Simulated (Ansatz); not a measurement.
A 4-atom cell of SnO (Pmn2_1) from a materials database at its r2SCAN+rVV10 geometry, run in the PAW code Ansatz at 2 levels of theory. (Simulation; no magnetic order is allowed.)

The PBE+SOC input:
```yaml
crystal:
  lattice:
    - [3.3031148357, 0.0, 0.0]
    - [0.0, 5.7577048997, 0.0]
    - [0.0, 0.0, 4.0008071511]
  atoms:
    - { symbol: Sn, position: [0.0, 0.229442033, 0.5172649307] }
    - { symbol: Sn, position: [0.5, 0.770557967, 0.0172649307] }
    - { symbol: O, position: [0.0, 0.8935339453, 0.7327360693] }
    - { symbol: O, position: [0.5, 0.1064660547, 0.2327360693] }
kpoints:
  mp_grid: { grid: [8, 4, 6] }
  band_path:
    path:
      - [0.0, 0.0, 0.0]
      - [0.5, 0.0, 0.0]
      - [0.5, 0.5, 0.0]
      - [0.0, 0.5, 0.0]
      - [0.0, 0.0, 0.5]
      - [0.5, 0.0, 0.5]
      - [0.5, 0.5, 0.5]
      - [0.0, 0.5, 0.5]
      - [0.398438, -0.5, 0.0]
    npoints: 1
hamiltonian:
  xc: pbe
scf:
  occupations: { method: fixed }
  n_extra_bands: 10
magnetization:
  noncollinear: true
  spin_orbit: true
output:
  forces: true
  stress: true
  eigenvalues: true
```

Main results, then, where recorded, the levels near the gap in eV from the Fermi energy (columns number the bands from 0), one row a point of the path (Γ, X, S, Y, Z, U, R, T, S–Y (0.20)):
```
Crystal: 4 atoms, lattice volume = 76.089 Å³
Symmetry: 4 space group operations + 4 with time reversal
Magnetic group: BNS 31.124 (UNI 222)
```
```
Basis set: ecut = 420 eV, 1485 PW (Γ)
Bands: 50, of which v1, the nominal top of the filled ones, is band 40 counted from 1 (39 counted from 0)
k-points: 60 of 192 (time reversal used)
Free energy (F): -13187.329068 eV
Fermi energy:    8.046228 eV
--- Forces (eV/Å), atoms counted from 1 ---
  atom   1  Sn      0.00000      0.49785      0.16913
  atom   2  Sn      0.00000    -0.49785      0.16913
  atom   3  O       0.00000    -0.13042    -0.16918
  atom   4  O       0.00000      0.13042    -0.16918
--- Stress (GPa, compression-positive) ---
        5.215227       0.000000       0.000000
        0.000000       4.133620       0.000000
        0.000000       0.000000       4.064140
  P = ⅓ Tr σ = 4.4710 GPa (44.710 kbar)
```
```tsv
band_32	band_33	band_34	band_35	band_36	band_37	band_38	band_39	band_40	band_41	band_42	band_43	band_44	band_45
-3.832	-3.832	-2.784	-2.784	-2.204	-2.204	0.000	0.000	2.978	2.978	3.278	3.278	5.954	5.954
-2.810	-2.810	-2.798	-2.798	-1.293	-1.293	-1.277	-1.277	2.538	2.538	2.594	2.594	5.795	5.795
-2.848	-2.848	-2.838	-2.838	-1.037	-1.037	-1.027	-1.027	1.896	1.896	2.077	2.077	6.421	6.421
-4.050	-4.050	-2.805	-2.805	-1.828	-1.828	-1.612	-1.612	3.358	3.358	4.340	4.340	5.171	5.171
-3.388	-3.388	-3.388	-3.388	-1.702	-1.702	-1.702	-1.702	2.604	2.604	2.604	2.604	5.439	5.439
-3.423	-3.423	-3.405	-3.405	-1.057	-1.057	-1.040	-1.040	2.084	2.084	2.249	2.249	4.504	4.504
-3.663	-3.663	-3.629	-3.629	-0.464	-0.464	-0.444	-0.444	2.426	2.426	2.462	2.462	4.036	4.036
-3.143	-3.143	-3.143	-3.143	-1.579	-1.579	-1.579	-1.579	1.926	1.926	1.926	1.926	6.022	6.022
-3.196	-3.194	-2.664	-2.638	-1.352	-1.351	-0.689	-0.685	1.305	1.455	3.093	3.281	5.617	5.808
```

With PBE+SOC the valence top lies at Γ and the conduction bottom at S–Y (0.20 of the way from S), 1.30 eV higher; the smallest vertical gap, at S–Y (0.20 of the way from S), is 1.99 eV.

**Question.** In the first input these blocks are replaced (the band path and keys that only write files left aside):
```yaml
kpoints:
  mp_grid: { grid: [6, 4, 4] }
hamiltonian:
  xc: pbe0
scf:
  occupations: { method: fixed }
  n_extra_bands: 5
```
(magnetization left out)
What comes out?

**Answer.**
```
Basis set: ecut = 420 eV, 1485 PW (Γ)
Bands: 25, of which v1, the nominal top of the filled ones, is band 20 counted from 1 (19 counted from 0)
k-points: 36 of 96 (time reversal used)
hybrid outer 1: dexx = +2.406e-2 eV, tail = 1.08e-4 eV
hybrid outer 2: dexx = +3.231e-6 eV, tail = 4.77e-8 eV, Δε = 4.12e-3 eV, ΔF = 2.31e-2 eV/Å
hybrid outer 3: dexx = +2.177e-9 eV, tail = 6.71e-9 eV, Δε = 7.09e-5 eV, ΔF = 1.97e-4 eV/Å
Free energy (F): -13189.320052 eV
Fermi energy:    7.187178 eV
--- Forces (eV/Å), atoms counted from 1 ---
  atom   1  Sn      0.00000    -0.13983    -0.07491
  atom   2  Sn      0.00000      0.13983    -0.07491
  atom   3  O       0.00000    -0.00948      0.07493
  atom   4  O       0.00000      0.00948      0.07493
--- Stress (GPa, compression-positive) ---
        0.550740       0.000000       0.000000
        0.000000       0.278704       0.000000
        0.000000       0.000000       0.916576
  P = ⅓ Tr σ = 0.5820 GPa (5.820 kbar)
```
```tsv
band_16	band_17	band_18	band_19	band_20	band_21	band_22
-4.686	-3.388	-2.896	0.000	4.664	4.782	7.972
-3.596	-3.596	-1.392	-1.392	4.048	4.048	7.689
-3.618	-3.618	-1.087	-1.087	3.407	3.407	8.465
-4.397	-3.410	-2.362	-2.017	5.007	6.054	7.007
-4.045	-4.045	-2.049	-2.049	4.167	4.167	7.267
-4.098	-4.098	-1.133	-1.133	3.553	3.553	6.233
-4.328	-4.328	-0.504	-0.504	3.852	3.852	5.827
-3.828	-3.828	-1.783	-1.783	3.342	3.342	7.892
-3.962	-3.419	-1.558	-0.672	2.725	4.786	7.521
```
With PBE0 the valence top lies at Γ and the conduction bottom at S–Y (0.20 of the way from S), 2.73 eV higher; the smallest vertical gap, at S–Y (0.20 of the way from S), is 3.40 eV. The mean pressure at these positions is +0.6 GPa, compression counted positive. The stress of a hybrid is loosely converged here.

Small level splittings and stresses of the hybrids carry the error of their coarser meshes.

Totals of different functionals, or with and without spin-orbit coupling, can't be compared.

Only the levels marked +SOC include spin-orbit coupling.

The meshes of the hybrids are coarse, so their gaps aren't converged to the digits shown.
